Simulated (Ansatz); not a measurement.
MgF₂:
Space group P4₂/mnm (No. 136); a = b = 4.555 Å, c = 3.013 Å, α = β = γ = 90.00°

| atom | site | symmetry | x | y | z |
|---|---|---|---|---|---|
| Mg | 2a | m.mm | 0.0000 | 0.0000 | 0.0000 |
| F | 4f | m.2m | 0.3030 | 0.3030 | 0.0000 |

Relaxed with LDA.

Question: Decompose the optical modes at the zone centre into irreducible representations, and say which are infrared and Raman allowed.

Answer: Point group 4/mmm: Γ_opt = A1g + A2g + A2u + B1g + 2B1u + B2g + Eg + 3Eu. Infrared: A2u, Eu. Raman: A1g, B1g, B2g, Eg.

Question: Assign frequencies (DFPT, the program Ansatz at the LDA level (PAW); without the LO–TO term).

Answer: B1g 75, B1u 201, Eu 236, A2g 288, Eg 304, A2u 423, A1g 425, Eu 425, B1u 447, Eu 479, B2g 525 cm⁻¹.

Subscripts of B labels follow the axes of the standard setting.

Space group P4_2/mnm (rutile). Symmetry was held in the LDA relaxation; phonons on a q-mesh show no instability.

Potentials: the later of the program's two PAW sets.
